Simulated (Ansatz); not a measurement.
# Li2Se: the cost of one run

Computed with Ansatz 0.2.0 (DFT PBEsol, scalar-relativistic, plane waves, PAW, unless a step's input says otherwise).

### 1 Starting point

It takes space group Fm-3m (No. 225, cubic). Conventional cell: a = 6.005 Å, b = 6.005 Å, c = 6.005 Å, α = 90.00°, β = 90.00°, γ = 90.00°. Li (site symmetry -43m) is surrounded by 4 Se at 2.60 Å. Se (site symmetry m-3m) is surrounded by 8 Li at 2.60 Å.

As a file:

```
Li Se
1.0
     0.00000    3.00250    3.00250
     3.00250    0.00000    3.00250
     3.00250    3.00250    0.00000
Li Se
2 1
Direct
  0.25000 0.25000 0.25000
  0.75000 0.75000 0.75000
  0.00000 0.00000 0.00000
```

The structure comes from the Crystallography Open Database.

(A quick probe on a coarse mesh, which set the mesh and smearing, is not shown.)

### 3 Relaxing cell and atoms

Contents of input.yaml:

```yaml
crystal:
  lattice:
    - [0.0, 3.0025, 3.0025]
    - [3.0025, 0.0, 3.0025]
    - [3.0025, 3.0025, 0.0]
  atoms:
    - { symbol: Li, position: [0.25, 0.25, 0.25] }
    - { symbol: Li, position: [0.75, 0.75, 0.75] }
    - { symbol: Se, position: [0.0, 0.0, 0.0] }
basis:
  ecutwfc: 420
kpoints:
  mp_grid: { grid: [8, 8, 8] }
hamiltonian:
  xc: pbesol
scf:
  occupations: { method: gaussian, width: 0.02 }
output:
  forces: true
  stress: true
  eigenvalues: true
  write_density: true
  write_potential: true
  elf: true
  volumetric_format: npy
relax:
  adjacent_minimum: "off"
  f_tol: 0.005
  max_steps: 80
  cell: { stress_tol: 0.05 }
```

Started as:

```
> ansatz run input.yaml --threads 1 --pin off --max-ram 2560MiB --backend cpu --events-out ev --progress --plain --runs-dir out
```

Q: Estimate wall time and peak memory on 1 thread of AMD EPYC 7R43 (Zen 3), shared host.

About 6.1 s, with a peak of 0.39 GiB.
